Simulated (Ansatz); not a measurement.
# CoO (F-43m) in Ansatz: a series of runs

One crystal, CoO, is run at these levels: PBE; tasks: single point.

Everything below comes from runs of Ansatz 0.2.0. Logs are shortened: lines on timing, memory, paths and dates and some standing lists are left out, and cuts for length are marked.

## 1. The structure

Symmetry: F-43m, No. 216, cubic system. Conventional cell: a = 4.687 Å, b = 4.687 Å, c = 4.687 Å, α = 90.00°, β = 90.00°, γ = 90.00°. Around Co (site symmetry -43m) lie 4 O at 2.03 Å. O (site symmetry -43m) is surrounded by 4 Co at 2.03 Å.

Measurements of this composition are mostly on another form, of space group No. 225.

## 2. Single point, PBE

input.yaml reads:

```yaml
crystal:
  lattice:
    - [0.0, 2.34364184, 2.34364184]
    - [2.34364184, 0.0, 2.34364184]
    - [2.34364184, 2.34364184, 0.0]
  atoms:
    - { symbol: Co, position: [0.0, 0.0, 0.0] }
    - { symbol: O, position: [0.25, 0.25, 0.25] }
hamiltonian:
  xc: pbe
  pseudopotentials: { kind: paw }
kpoints:
  mp_grid: { grid: [10, 10, 10] }
scf:
  occupations: { method: fermi_dirac, width: 0.05 }
output:
  forces: true
  stress: true
  eigenvalues: true
```

Potentials or basis: Ansatz PAW.

The run is started by

```bash
$ ansatz run input.yaml --threads 2 --pin off --max-ram 5632MiB --backend cpu --events-out ev --progress --plain --runs-dir out
```

Output:

```text
Warning: RAYON_NUM_THREADS=2 ignored (pool sized by the plan → 2); use --threads N
Engine: ansatz 0.2.0, x86_64-unknown-linux-gnu
Pseudopotentials: kind: paw
Pseudopotential: Co, paw, valence charge 17, recommended cutoff 420 eV (normal), Co.paw.azcp
Pseudopotential: O, paw, valence charge 6, recommended cutoff 420 eV (normal), O.paw.azcp
Functional definition: PBE
  parameter kappa = 0.804
  parameter beta = 0.06672455060314922
  exchange = pbe_x(kappa = kappa, mu = beta*pi^2/3)
  correlation = pbe_c(beta = beta)
Crystal: 2 atoms, lattice volume = 25.746 Å³
Basis set: ecut = 420 eV, 531 PW (Γ), exchange–correlation on 48×48×48 points (8 copies of the dense FFT grid, shifted against one another)
Bands: 16, of which v1, the nominal top of the filled ones, is band 12 counted from 1 (11 counted from 0)
Symmetry: 24 space group operations
Space group: F-43m (ITA 216), of the structure as read, at distance tolerance 3.0e-5 Å
k-points: 47 of 1000 (time reversal used)
Non-local potential: Co, projectors of the file, l = 0: 3, l = 1: 2, l = 2: 3, l = 3: 1
Non-local potential: O, projectors of the file, l = 0: 2, l = 1: 2, l = 2: 1
PAW form: soft (Blöchl's): semilocal exchange-correlation on the pseudo side does not see the compensation charge
PAW one-centre angular grid: Co, 590 points (default); XC on 64 Gauss nodes
PAW one-centre angular grid: O, 110 points (default); XC on 64 Gauss nodes
Initial density: superposition of atomic densities (neutral atoms: chi_scale 0, normalization atom), corrected by the library's trained network
Initial wavefunctions: pseudopotential atomic-orbital guess
Functional: x = pbe(κ = 0.804, μ = 0.2195149727645171), c = pbe(β = 0.06672455060314922)
SCF iter   1: F=—  HF=-5691.688307 eV  |F-HF|=—  |Δ(HF+E_count)|=         —  Δρ=3.89e-3  dr2=1.32e-3  ethr=1.77e-3  ⟨swp⟩=5.7  Hψ=3459  notcnv=0
preconditioner: auto → LDOS  [metal: Δε(μ)=0.033 eV  Ē_g=10.632 eV  σ=0.050 eV  W_gap=0.16  n_scr=8 (ndim 8)  ℏωp=28.3 eV  f_vac=0.052  D(μ)=3.82/eV (n_scr^D=58)  β→1.0]
SCF iter   2: F=—  HF=-5691.689078 eV  |F-HF|=—  |Δ(HF+E_count)|=   7.71e-4  Δρ=2.27e-3  dr2=5.96e-4  ethr=5.75e-6  ⟨swp⟩=2.0  Hψ=1863  notcnv=0
SCF iter   3: F=—  HF=-5691.688992 eV  |F-HF|=—  |Δ(HF+E_count)|=   8.51e-5  Δρ=1.17e-3  dr2=1.71e-4  ethr=2.59e-6  ⟨swp⟩=2.0  Hψ=1335  notcnv=0
SCF iter   4: F=—  HF=-5691.688942 eV  |F-HF|=—  |Δ(HF+E_count)|=   5.00e-5  Δρ=4.03e-4  dr2=2.01e-5  ethr=7.45e-7  ⟨swp⟩=2.4  Hψ=1054  notcnv=0
SCF iter   5: F=—  HF=-5691.688920 eV  |F-HF|=—  |Δ(HF+E_count)|=   2.22e-5  Δρ=5.03e-5  dr2=4.54e-7  ethr=8.73e-8  ⟨swp⟩=2.4  Hψ=1180  notcnv=0
SCF iter   6: F=—  HF=-5691.688920 eV  |F-HF|=—  |Δ(HF+E_count)|=   9.13e-8  Δρ=3.02e-5  dr2=1.89e-7  ethr=4.35e-10  ⟨swp⟩=5.5  Hψ=3370  notcnv=0
SCF iter   7: F=-5691.688920 eV  HF=-5691.688920 eV  |F-HF|=9.90e-10  |Δ(HF+E_count)|=   2.40e-8  Δρ=3.78e-6  dr2=1.62e-9  ethr=4.35e-10  ⟨swp⟩=4.1  Hψ=2348  notcnv=0
SCF 1 converged in 7 iterations: F = -5691.688920 eV  dr2 = 1.62e-9
SCF converged after 7 iterations
Free energy (F): -5691.688920 eV
Harris-Foulkes:  -5691.688920 eV  (|F-HF|=9.90e-10)
Internal energy: -5691.657210 eV  (E = F + TS)
E sigma→0 (E₀):  -5691.673065 eV
Entropy (-TS):   -0.031710 eV (-15.855 meV/atom)
Fermi energy:    9.229849 eV
--- Per-component energies (eV) ---
  E_band       = -402.205981
  E_kinetic    = 615.409300
  E_local      = -4042.609131  (includes V_loc(G=0)·N_el)
  E_nonlocal   = 511.796350
  E_hartree    = 1666.341991
  E_xc         = -227.225352
  E_vxc        = -291.845755  (∫ρ·V_xc dr)
  E_paw        = -1675.273076  (= ΣΔE_a)
  E_vpaw       = -527.642233  (= ΣTr[D̂ρ^β])
  E_aug_tail   = 0.002366  (compensation charges beyond the density's cutoff)
  E_ewald      = -2540.099658
  E_smearing   = -0.031710  (= −TS)
  E_closure    = 0.000000  (closes the sum)
  Σ components = -5691.688920   (vs F -5691.688920, Δ=0.00e0)
--- Forces (eV/Å), atoms counted from 1 ---
  atom   1  Co    -0.00000000    -0.00000000     0.00000000
  atom   2  O      0.00000000    -0.00000000    -0.00000000
  max |Σ_I F_I| component: 1.02e-16 eV/Å
--- Stress (GPa, compression-positive) ---
      -24.635124       0.000000       0.000000
       -0.000000     -24.635124      -0.000000
        0.000000      -0.000000     -24.635124
  P = ⅓ Tr σ = -24.6351 GPa (-246.351 kbar)
--- Band table (eV; the first three rows and the last of 47) ---
  k-point 0: bands = ["-85.5992", "-48.9075", "-48.9075", "-48.9075", "-10.2689", "4.0835", "4.0835", "4.0835", "8.1838", "8.1838", "9.2764", "10.2683", "10.2683", "10.2683", "22.6609", "22.6609"]
  k-point 1: bands = ["-85.5991", "-48.9087", "-48.9077", "-48.9077", "-10.2248", "3.9037", "4.1075", "4.1075", "8.1687", "8.1687", "9.5164", "10.2251", "10.2251", "10.2753", "21.7263", "22.7317"]
  k-point 2: bands = ["-85.5988", "-48.9120", "-48.9082", "-48.9082", "-10.1080", "3.5273", "4.1676", "4.1676", "8.1500", "8.1500", "9.4071", "10.0956", "10.0956", "10.9866", "19.9280", "22.7925"]
  k-point 46: bands = ["-85.5978", "-48.9180", "-48.9149", "-48.9125", "-9.6489", "3.3776", "3.9626", "4.4828", "7.6280", "8.0786", "8.5052", "8.7589", "9.3458", "15.8253", "18.1932", "19.0268"]
```

It took 0.4 s on 2 threads of AMD EPYC 9R45 (Zen 5), shared host; peak memory 0.37 GiB.

Results:

| Item | Value |
| --- | --- |
| Free energy | -5691.6889 eV |
| Pressure | -24.6 GPa |
| Band gap on the k mesh | none (metal or under the smearing width) |

Levels at points of the mesh, in eV from the Fermi level:
```tsv
k point	band 7	band 8	band 9	band 10	band 11	band 12	band 13	band 14	band 15	band 16
(0.00, 0.00, 0.00)	-5.15	-5.15	-1.05	-1.05	0.05	1.04	1.04	1.04	13.43	13.43
(0.00, 0.00, -0.50)	-4.93	-4.93	-0.95	-0.92	-0.92	0.35	0.35	5.29	6.56	13.03
(0.00, -0.50, -0.50)	-4.71	-4.71	-1.56	-0.76	-0.65	-0.35	-0.35	5.24	8.96	10.70
```

Caveat: the pressure holds a Pulay correction of +0.5 GPa for the finite cutoff; an odd number of electrons without spin polarisation forces a metal; a magnetic or distorted state may lie lower; the run has no spin polarisation, though such a crystal can be magnetic; semilocal functionals often make such compounds metallic where correlation or magnetic order opens a gap, which also shifts bond lengths. With open d or f shells a metallic result of PBE can be an artefact of self-interaction; +U or a hybrid may open a gap.

## 3. Single point, PBE, collinear spin, ferromagnetic start

Edit input.yaml of step 2 so:

```diff
@@ -6,3 +6,3 @@
   atoms:
-    - { symbol: Co, position: [0.0, 0.0, 0.0] }
+    - { symbol: Co, position: [0.0, 0.0, 0.0], spin: 2.0 }
     - { symbol: O, position: [0.25, 0.25, 0.25] }
@@ -11,2 +11,4 @@
   pseudopotentials: { kind: paw }
+magnetization:
+  spin_polarized: true
 kpoints:
@@ -19 +21,5 @@
   eigenvalues: true
+  write_density: true
+  write_potential: true
+  elf: true
+  volumetric_format: npy
```

Potentials or basis: Ansatz PAW.

The run is started by

```bash
$ ansatz run input.yaml --threads 2 --pin off --max-ram 5632MiB --backend cpu --events-out ev --progress --plain --runs-dir out
```

Output:

```text
Warning: RAYON_NUM_THREADS=2 ignored (pool sized by the plan → 2); use --threads N
Engine: ansatz 0.2.0, x86_64-unknown-linux-gnu
Pseudopotentials: kind: paw
Pseudopotential: Co, paw, valence charge 17, recommended cutoff 420 eV (normal), Co.paw.azcp
Pseudopotential: O, paw, valence charge 6, recommended cutoff 420 eV (normal), O.paw.azcp
Functional definition: PBE
  parameter kappa = 0.804
  parameter beta = 0.06672455060314922
  exchange = pbe_x(kappa = kappa, mu = beta*pi^2/3)
  correlation = pbe_c(beta = beta)
Crystal: 2 atoms, lattice volume = 25.746 Å³
Basis set: ecut = 420 eV, 531 PW (Γ), exchange–correlation on 48×48×48 points (8 copies of the dense FFT grid, shifted against one another)
Bands: 17, of which v1, the nominal top of the filled ones, is band 12 counted from 1 (11 counted from 0)
Symmetry: 24 space group operations
Space group: F-43m (ITA 216), of the structure as read, at distance tolerance 3.0e-5 Å
Magnetic group: BNS 216.74 (UNI 1576), of the structure as read, at distance tolerance 3.0e-5 Å
k-points: 47 of 1000 (time reversal used)
Non-local potential: Co, projectors of the file, l = 0: 3, l = 1: 2, l = 2: 3, l = 3: 1
Non-local potential: O, projectors of the file, l = 0: 2, l = 1: 2, l = 2: 1
PAW form: soft (Blöchl's): semilocal exchange-correlation on the pseudo side does not see the compensation charge
[... 21 lines left out ...]
SCF 1 converged in 12 iterations: F = -5692.314558 eV  dr2 = 6.82e-10
SCF converged after 12 iterations
Magnetization: 2.9837 μB (12.9919 up, 10.0081 down)
Absolute magnetization: 2.9864 μB (∫|ρ↑−ρ↓|, with the PAW one-centre terms)
Spin contamination: 0.0092 ħ² per cell (⟨S²⟩ above its minimum at these occupations)
Per-site moments (μB) at R_I (Å): [(2.4160690756743755, 0.8372320154599933), (0.33659785039039314, 0.8372320154599933)]
Free energy (F): -5692.314558 eV
Harris-Foulkes:  -5692.314558 eV  (|F-HF|=6.88e-10)
Internal energy: -5692.301721 eV  (E = F + TS)
E sigma→0 (E₀):  -5692.308140 eV
Entropy (-TS):   -0.012836 eV (-6.418 meV/atom)
Fermi energy:    9.156421 eV
--- Per-component energies (eV) ---
  E_band       = -405.449288
  E_kinetic    = 614.795459
  E_local      = -4038.983830  (includes V_loc(G=0)·N_el)
  E_nonlocal   = 512.573543
  E_hartree    = 1662.992387
  E_xc         = -227.437876
  E_vxc        = -292.105312  (∫ρ·V_xc dr)
  E_paw        = -1676.144174  (= ΣΔE_a)
  E_vpaw       = -527.714520  (= ΣTr[D̂ρ^β])
  E_aug_tail   = 0.002429  (compensation charges beyond the density's cutoff)
  E_ewald      = -2540.099658
  E_smearing   = -0.012836  (= −TS)
  E_closure    = -0.000000  (closes the sum)
  Σ components = -5692.314558   (vs F -5692.314558, Δ=0.00e0)
--- Forces (eV/Å), atoms counted from 1 ---
  atom   1  Co     0.00000000    -0.00000000     0.00000000
  atom   2  O     -0.00000000    -0.00000000     0.00000000
  max |Σ_I F_I| component: 8.79e-17 eV/Å
--- Stress (GPa, compression-positive) ---
      -12.288768       0.000000      -0.000000
       -0.000000     -12.288768       0.000000
       -0.000000       0.000000     -12.288768
  P = ⅓ Tr σ = -12.2888 GPa (-122.888 kbar)
--- Band table (eV; the first three rows and the last of 94) ---
  k-point 0 ↑: bands = ["-87.4144", "-50.6854", "-50.6854", "-50.6854", "-9.9953", "3.6608", "3.6608", "3.6608", "6.9945", "6.9945", "9.0980", "9.1471", "9.1471", "9.1471", "22.3788", "22.3788", "22.3788"]
  k-point 1 ↑: bands = ["-87.4144", "-50.6865", "-50.6856", "-50.6856", "-9.9495", "3.5379", "3.6955", "3.6955", "6.9742", "6.9742", "8.6324", "9.0966", "9.0966", "9.7963", "21.4674", "22.4425", "22.4425"]
  k-point 2 ↑: bands = ["-87.4141", "-50.6894", "-50.6861", "-50.6861", "-9.8283", "3.2865", "3.7852", "3.7852", "6.9367", "6.9367", "8.0529", "8.9528", "8.9528", "10.8340", "19.7054", "22.4814", "22.4814"]
  k-point 46 ↓: bands = ["-84.3867", "-47.7366", "-47.7333", "-47.7309", "-8.7518", "4.0315", "4.6854", "5.2720", "8.7439", "8.9680", "9.1173", "10.1573", "10.4661", "16.4264", "18.8676", "19.4043", "20.4137"]
```

It took 1.3 s on 2 threads of AMD EPYC 9R45 (Zen 5), shared host; peak memory 0.39 GiB.

Results:

* Free energy: -5692.3146 eV
* Pressure: -12.3 GPa
* Band gap on the k mesh: none (metal or under the smearing width)
* Net moment: 2.98 μB per cell
* Absolute moment: 2.99 μB per cell
* Site moments: Co +2.42; O +0.34 μB

Caveat: the pressure holds a Pulay correction of +0.6 GPa for the finite cutoff; a cell with one magnetic atom can't hold antiferromagnetic order, which such compounds often take; semilocal functionals often make such compounds metallic where correlation or magnetic order opens a gap, which also shifts bond lengths. With open d or f shells a metallic result of PBE can be an artefact of self-interaction; +U or a hybrid may open a gap.

(Part 1 of 2 ends here.)
